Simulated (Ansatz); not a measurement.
# CoO (Fm-3m): Heisenberg exchange couplings

Wanted for CoO (Fm-3m): the Heisenberg exchange couplings.

Program: the Python package of Ansatz 0.2.0. Level of theory: DFT PBEsol, plane waves, PAW. These are calculated values, not measurements.

## (1) Starting point

The structure is cubic, space group Fm-3m (No. 225). Conventional cell: a = 4.263 Å, b = 4.263 Å, c = 4.263 Å, α = 90.00°, β = 90.00°, γ = 90.00°. Co (site symmetry m-3m) is surrounded by 6 O at 2.13 Å. Around O (site symmetry m-3m) lie 6 Co at 2.13 Å.

No structure file is read: the coordinates are typed or built in the script.

## (2) Script

Contents of jij.py:

```python
"""Pair couplings between the moments of CoO."""

from dataclasses import dataclass

import ansatz as az
import numpy as np


@dataclass(frozen=True)
class Settings:
    mesh: tuple[int, ...] = (10, 10, 10)
    occupations: str = "cold"
    smearing_width: float = 0.15


opts = Settings()


def main() -> None:
    system = (
        az.Lattice.of((0.0, 2.1315, 2.1315), (2.1315, 0.0, 2.1315), (2.1315, 2.1315, 0.0))
        .atom("Co", (0.0, 0.0, 0.0))
        .atom("O", (0.5, 0.5, 0.5))
        .moments(Co=2.5)
    )

    setup = system.calculation()
    setup = setup.functional(az.Functional.PBESOL)
    setup = setup.basis(21 * az.Ha).kpoints(mesh=opts.mesh)
    setup = setup.occupations(opts.occupations, width=opts.smearing_width)
    setup = setup.spin("collinear").eigenstates(nscf_kmesh=(9, 9, 9))
    setup = setup.exchange_couplings(magnetic=["Co"])
    couplings = setup.run().exchange_couplings().to_plain()
    for atom in couplings["atoms"]:
        print(atom["site"]["symbol"], atom["role"], "moment", round(atom["moment_mub"], 3), "muB")
    shells = {}
    for pair in couplings["pairs"]:
        key = (pair["site"], pair["partner"], round(float(np.linalg.norm(pair["displacement_ang"])), 2))
        shells.setdefault(key, []).append(1000 * pair["coupling_ev"])
    print("site partner distance (A)  count  mean J (meV)")
    for (i, j, d), values in sorted(shells.items(), key=lambda item: item[0][2])[:8]:
        print(f"{i:4d} {j:7d} {d:12.2f} {len(values):6d} {np.mean(values):13.3f}")
    print("mean-field order:", couplings["mean_field_order"])


if __name__ == "__main__":
    main()
```

## (3) What the engine is handed

The package turns the script's settings into the engine's input:

```yaml
crystal:
  lattice:
    - [0.0, 2.1315, 2.1315]
    - [2.1315, 0.0, 2.1315]
    - [2.1315, 2.1315, 0.0]
  atoms:
    - { symbol: Co, position: [0.0, 0.0, 0.0] }
    - { symbol: O, position: [0.5, 0.5, 0.5] }
basis:
  ecutwfc: 571.4391111657479
kpoints:
  mp_grid:
    grid: [10, 10, 10]
hamiltonian:
  xc: pbesol
magnetization:
  spin_polarized: true
  per_species:
    Co: 2.5
scf:
  occupations:
    method: cold
    width: 0.15
output:
  eigenstates:
    nscf_kmesh:
      grid: [9, 9, 9]
    exchange_couplings:
      magnetic:
        - { species: Co }
```

## (4) Running it

On the command line:

```sh
$ python jij.py
```

Log:

```text
Co magnetic moment 2.836 muB
O relaxed moment 0.12 muB
site partner distance (A)  count  mean J (meV)
   0       0         3.01     12         6.240
   0       0         4.26      6       -37.936
   0       0         5.22     24         0.453
   0       0         6.03     12         0.203
   0       0         6.74     24         0.052
   0       0         7.38      8        -0.051
   0       0         7.98     48         0.083
   0       0         8.53      6         6.628
mean-field order: {'temperature_k': 2147.549160820277, 'q_frac': [0.0, 0.0, 0.4444444444444444]}
```

It took 42 s on 1 thread of Arm Neoverse V2, shared host; peak memory 0.85 GiB.

Lines on the test bed's own set-up are left out of the output.

## (5) Size and end state of the run

From the engine's report, whether the script printed it or not:

```csv
item,value
SCF cycles in all,16
k-points solved,47
plane waves,609
bands,17
valence electrons,23
free energy (eV),-5652.25275
Fermi level (eV),13.763
```

## (6) Results

| quantity | value |
| --- | --- |
| free energy | -5652.2527 eV (-2826.1264 eV/atom) |
| gap on the mesh | none |
| moment, net / absolute | 2.97 / 2.99 μB per cell |

In words: Filled and empty levels meet on the mesh: no gap at this level. What to keep in mind:
- For a metal this k-point mesh is coarse: on a finer one energies can move by several to tens of meV an atom and pressures by half a GPa or more, differences at one mesh by less.
- With one magnetic atom the cell can hold only ferromagnetic order.
- Without a Hubbard U or exact exchange, semilocal functionals often make such 3d compounds metallic or too weakly gapped.
- The couplings are those of E = -sum over i != j of J_ij e_i.e_j for unit vectors, so J > 0 favours parallel moments. Couplings oscillate with the k-mesh and hold for small turns from this magnetic state; mean-field temperatures overestimate ordering, and where the couplings favour a wavevector other than zero the state started from isn't the stable order.
